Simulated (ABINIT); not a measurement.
Crystal: WS2 (Tungstenite).

```
CELL_PARAMETERS angstrom
3.18000 0.00000 0.00000
-1.59000 2.75396 0.00000
0.00000 0.00000 12.50000
ATOMIC_POSITIONS crystal
W 0.66667 0.33333 0.75000
W 0.33333 0.66667 0.25000
S 0.66667 0.33333 0.37500
S 0.33333 0.66667 0.87500
S 0.66667 0.33333 0.12500
S 0.33333 0.66667 0.62500
```

Program: ABINIT 10.8.3 (patched build). Alike in all runs: no spin polarisation; cell as given; smearing fermi-dirac 0.05 eV.

Order these runs on this cell by their band gap on the k mesh, lowest first.
A. level r2SCAN; potentials or basis JTH PAW PBE v2.0; k mesh 7 × 7 × 2; cutoff (eV) 653; fine-grid cutoff 1251.72 eV
B. level LDA; potentials or basis JTH PAW LDA v2.0; k mesh 6 × 6 × 2; cutoff (eV) 544; fine-grid cutoff 1088.46 eV
C. level TB-mBJ; potentials or basis JTH PAW LDA v2.0; k mesh 8 × 8 × 3; cutoff (eV) 653; fine-grid cutoff 1251.72 eV

B (0.97 eV), A (1.24 eV), C (1.45 eV).

Caveats: spin-orbit coupling is left out, which moves the levels of the heavy elements; the mesh misses the band edges, which the band path finds closer together (some runs); the constant c of TB-mBJ comes from the pseudo density here, which moves gaps by up to 0.3 eV between sets of potentials (some runs).

Not every run made on this cell is shown here.
